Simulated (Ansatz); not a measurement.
# Structures of AlAs3: which is lowest?

Plane-wave DFT in Ansatz with scalar-relativistic PAW potentials, cutoff 500 eV, Γ-centred meshes chosen by cell and gap, Gaussian smearing with energies taken to zero width. Every cell was relaxed (cell and atoms) in a run of its own, within the symmetry of its start. Functional: r2SCAN.

Relaxed structures (starts from databases or built by putting these elements on another compound's sites):
A. Pm-3n, 8 atoms in the computed cell, a = 5.285 Å; sites (symmetry × multiplicity) Al m-3. × 2, As -4m.2 × 6; start: built
B. Pm-3m, 4 atoms in the computed cell, a = 4.833 Å; sites (symmetry × multiplicity) Al m-3m × 1, As 4/mm.m × 3; start: built

Question: Rank them by energy. Could pressure change the order?

Answer:
```csv
structure,group,E − E(lowest) (meV/atom),V (Å³/atom),gap on mesh (eV)
A,Pm-3n,0.0,18.45,0.00
B,Pm-3m,239,28.21,0.00
```

A is lowest, 239 meV/atom under B. The lowest is also the densest of these, so pressure wouldn't bring one of the others in at first order. Other structures may lie lower than all of these, and vibrations aren't counted.